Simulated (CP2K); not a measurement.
Runs of CP2K 2026.2 on CdS (Hawleyite). Symmetry: F-43m, No. 216, cubic system. Conventional cell: a = 5.833 Å, b = 5.833 Å, c = 5.833 Å, α = 90.00°, β = 90.00°, γ = 90.00°. Cd (site symmetry -43m) is surrounded by 4 S at 2.53 Å. S (site symmetry -43m) has 4 Cd at 2.53 Å as nearest neighbours. 

```tsv
task	level	potentials or basis	CUTOFF of the grids	hirshfeld SHAPE_FUNCTION	VORONOI_RADII	cutoff of the non-local correlation (Ry)	gap on the mesh (eV)	pressure (GPa)
single point	PBE	POTENTIAL_UZH Cd GTH-PBE-q12, S GTH-PBE-q6; ccGRB-D basis	450 Ry	-	-	-	1.34	(b)
single point	PBE	POTENTIAL_UZH Cd GTH-PBE-q12, S GTH-PBE-q6; TZVP-MOLOPT-PBE-GTH basis	450 Ry	-	-	-	1.14	3.4
atomic charges	LDA	POTENTIAL_UZH Cd GTH-PBE-q12, S GTH-PBE-q6; TZVP-MOLOPT-PBE-GTH basis	675 Ry	DENSITY	COVALENT	-	0.85	-0.9
atomic charges	optB88-vdW	POTENTIAL_UZH Cd GTH-PBE-q12, S GTH-PBE-q6; TZVP-MOLOPT-PBE-GTH basis	675 Ry	DENSITY	COVALENT	300	1.06	3.4
single point	PBE	POTENTIAL_UZH Cd GTH-PBE-q12, S GTH-PBE-q6; TZV2P-MOLOPT-PBE-GTH basis	450 Ry	-	-	-	1.14	(a)
```

Alike in all rows: no spin polarisation; cell as given; k mesh 8 × 8 × 8; smearing fermi-dirac 0.05 eV.

Problem. Fill in the values left out.

Solution. (a) 3.2; (b) 3.8.

Caveats: the basis of atomic orbitals isn't converged, which shifts pressures, moduli and gaps; the potentials were made for another functional, which shifts forces and pressure (some runs).

A k mesh can miss the band edges, and the runs leave out spin-orbit coupling on Cd.
